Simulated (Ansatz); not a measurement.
Crystal: SiNi.

```xyz
8
Lattice="5.1731 0.0000 0.0000 0.0000 3.3381 0.0000 0.0000 0.0000 5.6049" Properties=species:S:1:pos:R:3 pbc="T T T"
Ni    5.1328    2.5036    4.5539
Ni    2.6268    0.8345    1.7514
Ni    2.5463    2.5036    3.8535
Ni    0.0403    0.8345    1.0510
Si    3.5111    0.8345    5.1425
Si    4.2486    2.5036    2.3400
Si    0.9245    0.8345    3.2649
Si    1.6620    2.5036    0.4624
```

| Item | Value |
| --- | --- |
| Program | Ansatz 0.2.0 |
| Task | relaxation of cell and atoms |
| Functional | revPBE |
| Dispersion | D4 |
| Potentials or basis | Ansatz PAW |
| Cutoff | 420 eV (not typed: the program's choice for these potentials) |
| k mesh | 5 × 8 × 5 |
| Occupations | fermi-dirac, width 0.05 eV |
| Spin | collinear spin, ferromagnetic start |
| Starting moments | [1.0, 1.0, 1.0, 1.0, 0.0, 0.0, 0.0, 0.0] μB |

At the start: volume 12.10 Å³/atom.

Task: Where does the relaxation end?

Result: It ends after 6 steps and the volume is 11.66 Å³/atom (-3.6 %); space group Pnma (No. 62, to 0.05 Å); moment 0.00 μB per cell.

Step by step:
| step | energy change (eV) | largest force (eV/Å) | volume (Å³) |
| --- | --- | --- | --- |
| 1 | 0.0000 | 0.0747 | 96.79 |
| 2 | -0.0644 | 0.0613 | 94.88 |
| 3 | -0.0838 | 0.0452 | 92.98 |
| 4 | -0.0845 | 0.0162 | 93.25 |
| 5 | -0.0846 | 0.0026 | 93.27 |
| 6 | -0.0834 | 0.0027 | 93.27 |

Final structure:
```xyz
8
Lattice="5.0533 0.0000 0.0000 0.0000 3.3602 0.0000 0.0000 0.0000 5.4930" Properties=species:S:1:pos:R:3 pbc="T T T"
Ni    4.9990    2.5201    4.4700
Ni    2.5809    0.8400    1.7235
Ni    2.4723    2.5201    3.7695
Ni    0.0543    0.8400    1.0230
Si    3.4168    0.8400    5.0119
Si    4.1631    2.5201    2.2654
Si    0.8901    0.8400    3.2276
Si    1.6365    2.5201    0.4811
```

The cell as given is a measured one (12.10 Å³/atom); revPBE+D4 puts the equilibrium volume -3.6 % from it, thermal expansion not counted.

Caveat: the plane-wave basis is chosen anew once the cell has moved, so the energies of steps on either side of that aren't comparable; pairwise dispersion overbinds metals, which lowers pressure and volume; the PAW data sets come from PBE, with cores solved anew for the run's functional, which leaves a small shift of forces and pressure; the starting moments weren't kept.
